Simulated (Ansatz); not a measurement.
# CdS (F-43m):Cd_S, thermodynamic levels from a 54-atom cell

Charge states of Cd_S in CdS (F-43m), set against the band edges. Model: a cell of 54 host atoms with 1 S taken out and 1 Cd put in.

Method: place-levels on r2SCAN runs: charge-transition levels and formation energies with image-charge correction and potential alignment at the atomic sites; PAW set soft_1, in Ansatz 0.2.0.

## (1) Starting point

The cell holds 54 atoms: 28 Cd and 26 S. Its edges and angles: a = 12.471 Å, b = 12.471 Å, c = 12.471 Å, α = 60.0°, β = 60.0°, γ = 60.0°. It derives from CdS (space group F-43m). Nearest the centre at fractional (0.250, 0.583, 0.583): Cd10 at 0.00 Å, Cd35 at 2.55 Å, Cd17 at 2.55 Å, Cd29 at 2.55 Å, Cd33 at 2.55 Å, S12 at 4.16 Å, S16 at 4.16 Å, S26 at 4.16 Å.

Screening for the image-charge correction: ε∞ = 6.49, ε0 = 10.34, computed on the host (DFPT, PBEsol, on the r2SCAN cell), and a cell off the functional's own equilibrium shifts the ionic part.

The cell's shortest repeat is 12.5 Å.

## (2) What was run first

A transition level is the Fermi level at which two charge states cost the same, so each charge needs its own total energy, at its own relaxed structure.

Random displacements of about 0.05 Å break the site symmetry at the start, so that the relaxation can reach a distorted minimum if there is one. Forces are taken at one point at (¼, ¼, ¼). The cell holds 2 electrons more than the neutral one, with a uniform background that keeps it neutral on the whole.

The sampling was tested on the host first: at the k-points planned (1x1x1 shifted 0.25 0.25 0.25) its energy lies 0.033 eV an atom from the dense-mesh value, so the final energies take a denser sampling.

One of the inputs; charge, spin and start change from state to state.

Contents of qm2.relax_smeared/input.yaml:

```yaml
crystal:
  lattice:
    - [0.0, 8.81802968, 8.81802968]
    - [8.81802968, 0.0, 8.81802968]
    - [8.81802968, 8.81802968, 0.0]
  atoms:
    - { symbol: Cd, position: [0.0, 0.0, 0.0] }
    - { symbol: S, position: [0.25, 0.25, 0.25] }
[... 1 atom line left out ...]
    - { symbol: S, position: [0.25, 0.25, 0.58333333] }
[... 1 atom line left out ...]
    - { symbol: S, position: [0.25, 0.25, 0.91666667] }
[... 1 atom line left out ...]
    - { symbol: S, position: [0.25, 0.58333333, 0.25] }
[... 1 atom line left out ...]
    - { symbol: Cd, position: [0.25, 0.58333333, 0.58333333] }
[... 1 atom line left out ...]
    - { symbol: S, position: [0.25, 0.58333333, 0.91666667] }
[... 1 atom line left out ...]
    - { symbol: S, position: [0.25, 0.91666667, 0.25] }
[... 1 atom line left out ...]
    - { symbol: S, position: [0.25, 0.91666667, 0.58333333] }
    - { symbol: Cd, position: [0.0, 0.66666667, 0.66666667] }
[... 4 atom lines left out ...]
    - { symbol: S, position: [0.58333333, 0.25, 0.58333333] }
[... 2 atom lines left out ...]
    - { symbol: Cd, position: [0.33333333, 0.33333333, 0.0] }
    - { symbol: S, position: [0.58333333, 0.58333333, 0.25] }
[... 1 atom line left out ...]
    - { symbol: S, position: [0.58333333, 0.58333333, 0.58333333] }
    - { symbol: Cd, position: [0.33333333, 0.33333333, 0.66666667] }
[... 3 atom lines left out ...]
    - { symbol: Cd, position: [0.33333333, 0.66666667, 0.33333333] }
[... 1 atom line left out ...]
    - { symbol: Cd, position: [0.33333333, 0.66666667, 0.66666667] }
[... 10 atom lines left out ...]
    - { symbol: S, position: [0.91666667, 0.58333333, 0.58333333] }
    - { symbol: Cd, position: [0.66666667, 0.33333333, 0.66666667] }
    - { symbol: S, position: [0.91666667, 0.58333333, 0.91666667] }
[... 2 atom lines left out ...]
    - { symbol: Cd, position: [0.66666667, 0.66666667, 0.33333333] }
    - { symbol: S, position: [0.91666667, 0.91666667, 0.58333333] }
[... 1 atom line left out ...]
    - { symbol: S, position: [0.91666667, 0.91666667, 0.91666667] }
  host:
    repeats: [3, 3, 3]
    atoms:
      - { symbol: Cd, position: [0.0, 0.0, 0.0] }
      - { symbol: S, position: [0.75, 0.75, 0.75] }
total_charge: -2
basis:
  ecutwfc: 500
  xc_grid: 2
hamiltonian:
  xc: r2scan
  pseudopotentials: { kind: paw, azcp: { folder: soft_1 } }
kpoints:
  mp_grid: { grid: [1, 1, 1], shift: [0.25, 0.25, 0.25] }
scf:
  occupations: { method: fermi_dirac, width: 0.01 }
  max_iter: 60
output:
  forces: true
  charged_corrections:
    epsilon: 6.49
    static_epsilon: 10.34
    defect_position: [0.25, 0.583333, 0.583333]
relax:
  f_tol: 0.02
  max_steps: 80
  random_displacement: { amplitude: 0.05, seed: 1303 }
checkpoint:
  write: "../qm2.relax_smeared.run"
  compress: false
  write_wavefunctions: true
  write_every: 100000
```

Run with:

```sh
$ ansatz run input.yaml --threads 32 --pin off --max-ram 56524MiB --backend cuda --events-out ev --progress --plain --runs-dir out --max-vram 78GiB
```

Defect states can disperse in a cell of this size, so the energy is taken again at a 2×2×2 shifted mesh, on the relaxed structure.

The run of this state that the levels use, under r2SCAN:

Contents of qm2.point/input.yaml:

```yaml
crystal:
  checkpoint: "../qm2.relax_smeared.run"
  host: checkpoint
total_charge: -2
basis:
  ecutwfc: 500
  xc_grid: 2
hamiltonian:
  xc: r2scan
  pseudopotentials: { kind: paw, azcp: { folder: soft_1 } }
kpoints:
  mp_grid: { grid: [2, 2, 2], shift: [0.5, 0.5, 0.5] }
scf:
  occupations: { method: fermi_dirac, width: 0.01 }
  max_iter: 60
output:
  forces: true
  eigenvalues: true
  charged_corrections:
    epsilon: 6.49
    static_epsilon: 10.34
    defect_position: [0.25, 0.583333, 0.583333]
  eigenstates: { localisation: true }
  populations: true
checkpoint:
  read: "../qm2.relax_smeared.run"
  write: "../qm2.point.run"
  compress: false
  write_wavefunctions: false
  write_every: 100000
```

Relaxations under r2SCAN at one point at (¼, ¼, ¼); times on 1 × NVIDIA GB200 with 32 threads of Arm Neoverse V2, shared host:

| charge | moment (μB) | occupations | outcome | steps | largest displacement against the far atoms (Å) | time |
| --- | --- | --- | --- | --- | --- | --- |
| −2 | 0 | fixed | not converged | - | - | 3.3 s |
| −2 | 0 | fermi-dirac | converged | 21 | 0.76 | 20 s |
| −1 | 1 | fixed | converged | 20 | 0.73 | 28 s |
| 0 | 0 | fixed | converged | 5 | 0.36 | 6.2 s |
| +1 | 1 | fixed | converged | 5 | 0.40 | 9.5 s |
| +2 | 0 | fixed | converged | 7 | 0.52 | 7.5 s |
| −2 | 2 | fixed | converged | 11 | 0.38 | 16 s |
| 0 | 2 | fixed | converged | 7 | 0.32 | 10 s |

Single points under r2SCAN at a 2×2×2 shifted mesh; times on 1 × NVIDIA GB200 with 32 threads of Arm Neoverse V2, shared host:

| charge | moment (μB) | occupations | outcome | time |
| --- | --- | --- | --- | --- |
| −2 | 0 | fermi-dirac | converged | 4.4 s |
| −1 | 1 | fermi-dirac | converged | 12 s |
| 0 | 0 | fermi-dirac | converged | 5 s |
| +1 | 1 | fermi-dirac | converged | 12 s |
| +2 | 0 | fermi-dirac | converged | 4.9 s |
| −2 | 2 | fermi-dirac | converged | 13 s |
| 0 | 2 | fermi-dirac | converged | 15 s |

Distances (Å) from Cd10 to the nearest atoms after relaxation with r2SCAN:

| charge | moment (μB) | 1. | 2. | 3. | 4. | 5. | 6. |
| --- | --- | --- | --- | --- | --- | --- | --- |
| −2 | 0 | Cd 2.67 | Cd 2.69 | Cd 2.72 | Cd 2.72 | S 3.90 | S 3.91 |
| −2 | 2 | Cd 2.69 | Cd 2.69 | Cd 2.72 | Cd 2.73 | S 3.93 | S 3.94 |
| −1 | 1 | Cd 2.66 | Cd 2.73 | Cd 2.73 | Cd 2.73 | S 3.91 | S 3.92 |
| 0 | 0 | Cd 2.69 | Cd 2.88 | Cd 2.90 | Cd 2.90 | S 4.12 | S 4.12 |
| 0 | 2 | Cd 2.70 | Cd 2.74 | Cd 2.75 | Cd 2.87 | S 4.03 | S 4.08 |
| +1 | 1 | Cd 2.76 | Cd 2.91 | Cd 2.92 | Cd 2.94 | S 4.13 | S 4.13 |
| +2 | 0 | Cd 3.01 | Cd 3.01 | Cd 3.02 | Cd 3.07 | S 4.17 | S 4.17 |

## (3) place-levels, r2SCAN

A charged cell interacts with its images and the background, and its potential has another zero than the host's. place-levels removes the first by a point-charge model, screened by the static dielectric constant since the ions have relaxed around the charge, and the second by comparing potentials at atoms far from the defect.

The host is a run of the defect-free crystal in the same cutoffs, grids and k-points, so that basis and sampling errors cancel in part in the differences. The host is run in a cell of 2 atoms on a matching mesh. Its band edges are searched through the zone by a band path, so the gap is smaller than, or equal to, that on the mesh. Chemical potentials are energies per atom of S (S12 rings, Pnnm, not the stable S8 form) and Cd (hcp), run with the same functional and cutoff.

Contents of levels.point.yaml:

```yaml
host:
  run: host.point.run
states: [qm2.point.run, qm1_M1.point.run, q0.point.run, qp1_M1.point.run, qp2.point.run, qm2_M2.point.run, q0_M2.point.run]
geometry_from:
  qm2.point.run: qm2.relax_smeared.run
  qm1_M1.point.run: qm1_M1.relax.run
  q0.point.run: q0.relax.run
  qp1_M1.point.run: qp1_M1.relax.run
  qp2.point.run: qp2.relax.run
  qm2_M2.point.run: qm2_M2.relax.run
  q0_M2.point.run: q0_M2.relax.run
  host.point.run: host.relax.run
chemical_potentials:
  S:
    energy: -905.804739
    dataset: "<sha256 of the dataset>"
  Cd:
    energy: -8268.253598
    dataset: "<sha256 of the dataset>"
epsilon: 6.49
static_epsilon: 10.34
vertical:
  - { from: qm2.point.run, to: qm2.point_neutral.run }
  - { from: qm1_M1.point.run, to: qm1_M1.point_neutral.run }
  - { from: qp1_M1.point.run, to: qp1_M1.point_neutral.run }
  - { from: qp2.point.run, to: qp2.point_neutral.run }
  - { from: qm2_M2.point.run, to: qm2_M2.point_neutral.run }
```

Run with:

```sh
$ ansatz place-levels levels.point.yaml -- --threads 32 --pin off --max-ram 56524MiB --backend cuda --max-vram 78GiB
```

The log of the run:

```text
[... repeated set-up lines and file paths are left out, and long positions are rounded to six places ...]
(+2/+1) 1.488 eV above the valence edge, 0.049 eV under the conduction edge
(+1/0) 1.604 eV above the valence edge (+1.828 eV without the band-filling correction), in the conduction band
(0/-1) 1.687 eV above the valence edge (+2.035 eV without the band-filling correction), in the conduction band; not on the lower envelope
(-1/-2) 1.537 eV above the valence edge (+2.739 eV without the band-filling correction), 0.000 eV under the conduction edge; not on the lower envelope
(0/-2) 1.612 eV above the valence edge (+2.387 eV without the band-filling correction), in the conduction band: charges between them are lowest nowhere
formation energy of charge +2: +1.351 eV with the Fermi level at the valence edge
formation energy of charge +1: +2.839 eV with the Fermi level at the valence edge
formation energy of charge 0: +4.443 eV with the Fermi level at the valence edge
formation energy of charge -1: +6.130 eV with the Fermi level at the valence edge
formation energy of charge -2: +7.667 eV with the Fermi level at the valence edge
vertical -2 to 0: no energy, since no alignment is typed
  the change from vertical[0].from (qm2.point.run) to vertical[0].to (qm2.point_neutral.run): by its potential at epsilon 6.49 it stands at 0.271 0.605 0.579, with an rms radius of about 3.9 Å (2.2 2.2 2.4 Å across the planes of the cell's vectors); [...]
vertical -1 to 0: no energy, since no alignment is typed
  the change from vertical[1].from (qm1_M1.point.run) to vertical[1].to (qm1_M1.point_neutral.run): by its potential at epsilon 6.49 it stands at 0.233 0.608 0.606, with an rms radius of about 3.4 Å (2.2 1.8 1.8 Å across the planes of the cell's vectors); [...]
vertical +1 to 0: no energy, since no alignment is typed
  the change from vertical[2].from (qp1_M1.point.run) to vertical[2].to (qp1_M1.point_neutral.run): by its spins about the atoms it stands at 0.289 0.623 0.630, with an rms radius of about 3.0 Å (1.8 1.8 1.6 Å across the planes of the cell's vectors); [...]
vertical +2 to 0: no energy, since no alignment is typed
  the change from vertical[3].from (qp2.point.run) to vertical[3].to (qp2.point_neutral.run): by its potential at epsilon 6.49 it stands at 0.254 0.587 0.588, with an rms radius of about 3.8 Å (2.2 2.2 2.2 Å across the planes of the cell's vectors); [...]
vertical -2 to 0: no energy, since no alignment is typed
  the change from vertical[4].from (qm2_M2.point.run) to vertical[4].to (qm2_M2.point_neutral.run): by its potential at epsilon 6.49 it stands at 0.254 0.585 0.576, with an rms radius of about 3.3 Å (2.0 1.7 1.9 Å across the planes of the cell's vectors); [...]
  edges by r2scan, gap 1.537 eV; the host is sampled to repeats of 24.94 Å
  the defect's cells are sampled to repeats of 24.94 Å, like sampling
  charge +2: -255116.8271 eV with its correction of +0.929 eV, at epsilon 10.34, aligned at sites: +0.1025 eV, mean over 19 atomic sites at or beyond 6.24 Å from the host's site at [0.2501, 0.5834, 0.5834] by the defect at [0.2500, 0.5833, 0.5833], with [...]
[...]
of vertical[0].from (qm2.point.run): it parts from the run at its places by a charge that spreads by about 2.4 Å along one vector (1.8 Å or more is wide), by its potential at epsilon 6.49, taken for that of held ions (one typed too small widens it), where [...]
  of vertical[1].from (qm1_M1.point.run): its moments are held at its close (magnetization.spin_locking), by a field of 0.103 eV a Bohr magneton, and its energy and levels are of the state that this holds: a run that lets them go can end lower; [...]
  of vertical[2].from (qp1_M1.point.run): stability_check_not_made; [...]
  of vertical[3].from (qp2.point.run): it parts from the run at its places by a charge that spreads by about 2.2 Å along one vector (1.8 Å or more is wide), by its potential at epsilon 6.49, taken for that of held ions (one typed too s
```

The job ended after 0.62 s (32 threads of Arm Neoverse V2, shared host).

Levels between the charges placed, in eV above the valence top:

|  | gap (eV) | (+2/+1) | (+1/0) | (0/−1) | (−1/−2) |
| --- | --- | --- | --- | --- | --- |
| r2SCAN | 1.54 | 1.49 | 1.60 | 1.69 | 1.54 |

Corrections by state:

| charge | moment (μB) | image terms and alignment (eV) | band filling (eV) | ε used | over the lowest of its charge, as the program ranks them, band filling apart (eV) |
| --- | --- | --- | --- | --- | --- |
| +2 | 0.0 | 0.929 | - | 10.34 | 0.000 |
| +1 | 1.0 | 0.293 | - | 10.34 | 0.000 |
| 0 | 2.0 | 0.000 | -0.225 | - | 0.000 |
| −1 | 1.0 | 0.026 | -0.573 | 10.34 | 0.000 |
| −2 | 0.0 | 0.320 | -1.774 | 10.34 | 0.000 |
| 0 | 0.0 | 0.000 | - | - | 0.118 |
| −2 | 2.0 | 0.376 | - | 10.34 | 0.299 |

The charged structures listed were also run neutral, and place-levels reads from each pair, by the potential or the spins, how wide the charge is by which they differ; that can be the carrier of either run.

| charge | rms radius (Å) | spread where it is widest against the cell (Å) | wide from (Å) | reading |
| --- | --- | --- | --- | --- |
| +2 | 3.8 | 2.21 | 1.76 | wide |
| +1 | 3.0 | 1.85 | 1.76 | wide |
| −1 | 3.4 | 2.23 | 1.76 | wide |
| −2 | 3.9 | 2.43 | 1.76 | wide |

The neutral runs of these pairs need not share the spin of the lowest neutral state, and very wide values only mean spread over the cell.

From the program's caveats on the states, each cut to its opening words:

- charge +2: it parts from the run at its places by a charge that spreads by about 2.2 Å along one vector (1.8 Å or more is wide), by its potential at epsilon 6.49, taken [...]
- charge +2: its alignment with the host at atomic sites is doubtful: the mean over the far sites moves by -0.1220 eV from their farther parts to their nearer, more than [...]
- charge +1 (1 μB): it parts from the run at its places by a charge that spreads by about 1.8 Å along one vector (1.8 Å or more is wide), by the spins about the atoms, where the [...]
- charge +1 (1 μB): its alignment with the host at atomic sites is doubtful: the mean over the far sites moves by -0.0553 eV from their farther parts to their nearer, more than [...]
- charge +1 (1 μB), 0 (2 μB), −1 (1 μB), −2 (2 μB): flagged: stability check not made
- charge 0 (2 μB): a band-filling correction moves a carrier to the host's band edge, which changes its energy by -0.225 eV
- charge −1 (1 μB), −2: how wide its charge is, is not read beside other atoms or cores, and a band state would take no correction
- charge −1 (1 μB): a band-filling correction moves a carrier to the host's band edge, which changes its energy by -0.573 eV
- charge −1 (1 μB): the host's ions (past the first shell or, of a walk that freed a part, those that it held) aren't shown at rest: they stand up to 0.390 Å off their sites, 1.20 [...]
- charge −1 (1 μB): its moments are held at its close (magnetization.spin_locking), by a field of 0.103 eV a Bohr magneton, and its energy and levels are of the state that this [...]
- charge −2: a band-filling correction moves a carrier to the host's band edge, which changes its energy by -1.775 eV
- charge −2: its alignment with the host at atomic sites is doubtful: the mean over the far sites moves by +0.0707 eV from their farther parts to their nearer, more than [...]
- charge −2: the host's ions (past the first shell or, of a walk that freed a part, those that it held) aren't shown at rest: they stand up to 0.407 Å off their sites, 0.61 [...]
- charge −2 (2 μB): it parts from the run at its places by a charge that spreads by about 2 Å along one vector (1.8 Å or more is wide), by its potential at epsilon 6.49, taken for [...]

The host's formation energy from the elements is -0.806 eV per atom; it sets how far the chemical potentials can move.

Limit set by the element alone; other compounds of these elements are not counted. Chemical potentials from the elements' reference states: Cd 0.00 eV, S -1.61 eV. Formation energies (Cd-rich), with the Fermi level at the valence top and at the conduction bottom (gap 1.54 eV):

| charge | at valence top (eV) | at conduction bottom (eV) | correction included (eV) |
| --- | --- | --- | --- |
| +2 | -0.26 | 2.81 | 0.93 |
| +1 | 1.23 | 2.76 | 0.29 |
| 0 | 2.83 | 2.83 | -0.22 |
| −1 | 4.52 | 2.98 | -0.55 |
| −2 | 6.06 | 2.98 | -1.45 |

```csv
Fermi level (eV),lowest formation energy (eV)
0.00,-0.26
0.14,0.02
0.28,0.30
0.42,0.58
0.56,0.86
0.70,1.14
0.84,1.42
0.98,1.70
1.12,1.98
1.26,2.26
1.40,2.53
1.54,2.76
```

Limit set by the element alone; other compounds of these elements are not counted. Chemical potentials from the elements' reference states: S 0.00 eV, Cd -1.61 eV. Formation energies (S-rich), with the Fermi level at the valence top and at the conduction bottom (gap 1.54 eV):

| charge | at valence top (eV) | at conduction bottom (eV) | correction included (eV) |
| --- | --- | --- | --- |
| +2 | 2.96 | 6.04 | 0.93 |
| +1 | 4.45 | 5.99 | 0.29 |
| 0 | 6.05 | 6.05 | -0.22 |
| −1 | 7.74 | 6.20 | -0.55 |
| −2 | 9.28 | 6.20 | -1.45 |

| Fermi level (eV) | lowest formation energy (eV) |
| --- | --- |
| 0.00 | 2.96 |
| 0.14 | 3.24 |
| 0.28 | 3.52 |
| 0.42 | 3.80 |
| 0.56 | 4.08 |
| 0.70 | 4.36 |
| 0.84 | 4.64 |
| 0.98 | 4.92 |
| 1.12 | 5.20 |
| 1.26 | 5.48 |
| 1.40 | 5.76 |
| 1.54 | 5.99 |

## (4) Summary of results

```yaml
gap_of_the_host: 1.54 eV (r2SCAN)
level_plus_2_plus_1: 1.49 eV above the valence top
level_plus_1_over_0: 1.60 eV above the valence top, past the conduction bottom (1.83 eV above the valence top without the band-filling term)
level_0_minus_1: 1.69 eV above the valence top, past the conduction bottom, not a change between lowest states (2.03 eV above the valence top without the band-filling term)
level_minus_1_minus_2: 1.54 eV above the valence top, at the conduction bottom, not a change between lowest states (2.74 eV above the valence top without the band-filling term)
lowest_of_the_charges_placed_just_above_the_valence_top_0p02_ev: +2
lowest_of_the_charges_placed_just_below_the_conduction_bottom_0p02_ev: +1
lowest_formation_energy_at_mid_gap_of_the_charges_run_cd_rich: 1.28 eV
lowest_formation_energy_at_mid_gap_of_the_charges_run_s_rich: 4.50 eV
standing_of_these_levels: doubtful, see below
```

**Reading.** Of the charges placed (−2, −1, 0, +1 and +2), the lowest changes at 1.49 eV (+2/+1) above the valence top, in a gap of 1.54 eV. A neutral run at a charged structure lies 0.08 eV below the neutral state placed. Unless it holds a band carrier, charge 0 isn't at its lowest here, and with that energy the steps would read (+1/0) 1.53 eV and (0/−1) 1.77 eV, which can change which charges are lowest. (+2/+1) lies nearer to a band edge than the share of the finite-size correction in it (0.64 eV), and that correction holds for a localised charge alone. (+2/+1) lies 0.05 eV from a band edge, less than the doubt on such levels. Charges above +2 were not placed, so these runs say nothing of levels that involve them. States placed: +2 at 0 μB; +1 at 1 μB; 0 at 2 μB and 0 μB; −1 at 1 μB; −2 at 0 μB and 2 μB. Other spin states or structures, where not listed, weren't placed. The program finds carriers beyond a band edge of the host and adds a band-filling term at charge −2 (-1.77 eV), −1 (-0.57 eV) and 0 (-0.22 eV); steps to such a charge show no bound level, and a defect level inside a band would be read the same way. Levels were also placed, and are left out here, under PBEsol at 2x2x2 shifted 0.5 0.5 0.5, since its corrections are too large to trust. The program doubts the alignment of potentials for at least one state, a sign that the cell is small. Limits: r2SCAN makes the gap too small and tends to spread out bound carriers; spin–orbit coupling, which can matter with heavy atoms, is left out; force components of up to 0.33 eV/Å remain in a run at the final settings.

[Logs are printed without paths, hosts, clocks, repeated set-up lines and the standing remarks that a program may print on its own settings, such as how far it seeks lower states.]

[Hosts, paths, dates, database ids (printed as entryN), source tags and the programs' standing remarks are cut or masked in the printed files.]

[Where a table of states has a column of steps, it counts the stored structures, which are thinned; the runs took as many ionic steps or more.]

[A defect's name tells the site on which it was built; relaxed atoms can leave that site.]

[For some hosts the program warned that the k-mesh of the response run may be too coarse for force constants and the static dielectric constant; such warnings are not shown here.]
